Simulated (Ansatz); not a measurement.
A 2-atom cell of MgS started from a crystallographic database, relaxed with r2SCAN in the plane-wave code Ansatz: space group Fm-3m (No. 225), cubic; a = 5.203 Å in the conventional setting, 17.61 Å³ an atom. Around Mg lie 6 S at 2.60 Å; around S lie 6 Mg at 2.60 Å. The cell was then strained (x, y and z are the cube axes), with the atoms relaxed again; stress is positive in compression. (Simulation; spin polarisation is off.)

- Epitaxial strain of +1.02 % in the (001) plane: the free normal strain is -0.56 % and the in-plane stress changes by -1.63 GPa.
- In that film r2SCAN's threefold valence top at Γ splits as 2+1 from the top, by 0.071 eV.

What do the film's normal strain and stress say about the elastic constants?
ε⊥/ε∥ = (-0.0056)/(+0.0102) = -0.55, which linear elasticity sets to −2C₁₂/C₁₁. The biaxial modulus is M = −Δσ/ε∥ = 160 GPa.

How much elastic energy does the film store, with 17.61 Å³ an atom?
u = M ε∥² = −Δσ ε∥ = +1.63 × (+0.0102) = 0.0166 GPa, and 1 GPa Å³ is 6.2415 meV: 1.83 meV an atom. The total energies of the two runs differ by 1.85 meV an atom.

Extract the shear deformation potential b.
Without spin-orbit coupling the splitting is 3|b| |ε_zz − ε_xx| = 3|b| × 0.0158, so |b| = 0.071/0.0474 = 1.50 eV.

Where an edge lies off the special points, it is a point of the mesh or the k point where a search put PBE's edge or least direct gap, reused for the other functionals, whose own edges may lie a little apart.
